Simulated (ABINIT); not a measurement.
A run of ABINIT 10.8.3 (patched build) is set up as follows.

Contents of run.abi:

```
# Pseudopotentials
pp_dirpath "./"
pseudos "Si.upf, C.upf"

# Structure
acell 5.8233258895 5.8233258895 5.8233258895
rprim
     0.0000000000     0.7071067812     0.7071067812
     0.7071067812     0.0000000000     0.7071067812
     0.7071067812     0.7071067812     0.0000000000
ntypat 2
znucl 14 6
natom 2
typat 1 2
chkprim 0
chksymtnons 0
tolsym 1.0e-6
xred
            0.0            0.0            0.0
            3/4            3/4            3/4

# Plane-wave basis
ecut 37.0
ecutsm 0.5

# k points
kptopt 1
ngkpt 8 8 8
nshiftk 1
shiftk 0.0 0.0 0.0

# Exchange and correlation
ixc -116133

# Bands and occupations
nband 8
occopt 3
tsmear 0.05 eV

# SCF cycle
nstep 80
tolvrs 1.0e-12

# Output
iomode 3
prteig 0
prtebands 0
prtwf 0
prtden 0

# Relaxation
ionmov 22
optcell 2
ntime 50
tolmxf 2.0e-5
dilatmx 1.08
```

Potentials or basis: PseudoDojo NC SR PBEsol v0.4.1 standard.

Command:

```sh
$ abinit run.abi > log 2>&1
```

Predict the band gap on the k mesh.

1.24 eV, indirect (least direct gap 4.46 eV).

What does it give for the relaxed cell?

a = 3.081 Å, b = 3.081 Å, c = 3.081 Å, α = 60.00°, β = 60.00°, γ = 60.00°.

Estimate the space group after relaxing (to 0.05 Å).

F-43m (No. 216).

Final structure:
```
CELL_PARAMETERS angstrom
0.00000 2.17881 2.17881
2.17881 0.00000 2.17881
2.17881 2.17881 0.00000
ATOMIC_POSITIONS crystal
Si 0.00000 0.00000 0.00000
C 0.75000 0.75000 0.75000
```

A k mesh can miss the band edges. A hybrid or GW would open this gap; PBEsol tends to underestimate it.
